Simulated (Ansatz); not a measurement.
Re, DFT, PBE, PAW with Ansatz's default frozen-core files, scalar-relativistic (Ansatz 0.2.0), run on 1 thread of Arm Neoverse V2 on a shared host.

The geometry is COD entry 1534939, unchecked; take it as a test cell.

Command: `ansatz run input.yaml --threads 1 --pin off --max-ram 3072MiB --backend cpu --events-out ev --progress --plain --runs-dir out`

```yaml
crystal:
  lattice:
    - [0.0, 1.975, 1.975]
    - [1.975, 0.0, 1.975]
    - [1.975, 1.975, 0.0]
  atoms:
    - { symbol: Re, position: [0.0, 0.0, 0.0] }
kpoints:
  mp_grid: { grid: [14, 14, 14] }
  band_path:
    path:
      - [0.0, 0.0, 0.0]
      - [0.5, 0.0, 0.5]
      - [0.625, 0.25, 0.625]
      - [0.375, 0.375, 0.75]
      - [0.0, 0.0, 0.0]
      - [0.5, 0.5, 0.5]
      - [0.5, 0.25, 0.75]
      - [0.5, 0.0, 0.5]
    npoints: 14
scf:
  occupations: { method: fermi_dirac, width: 0.03 }
hamiltonian:
  xc: pbe
  pseudopotentials: { kind: paw }
output:
  forces: true
  stress: true
  eigenvalues: true
  efg: { contact_densities: true }
  populations: true
  bader: true
  dos: { projected: true, de: 0.2, e_range: [-14, 8] }
  write_density: true
  write_potential: true
  elf: true
  volumetric_format: npy
```

(1) How large is the problem that the program sets up?

(2) About how long does it take, and how much memory does it use?

(3) And the same cell and mesh by all-electron LAPW, asked for forces, stress, eigenvalues, populations, dos and the same band path, on the same hardware?

Results:

(1) 104 irreducible k-points, 307 plane waves at Γ, 12 bands.

(2) 5.8 s of wall time for 6 SCF iterations, with a peak of 0.34 GiB. Times on shared machines scatter by tens of per cent.

(3) 14 s, peak memory 0.32 GiB.
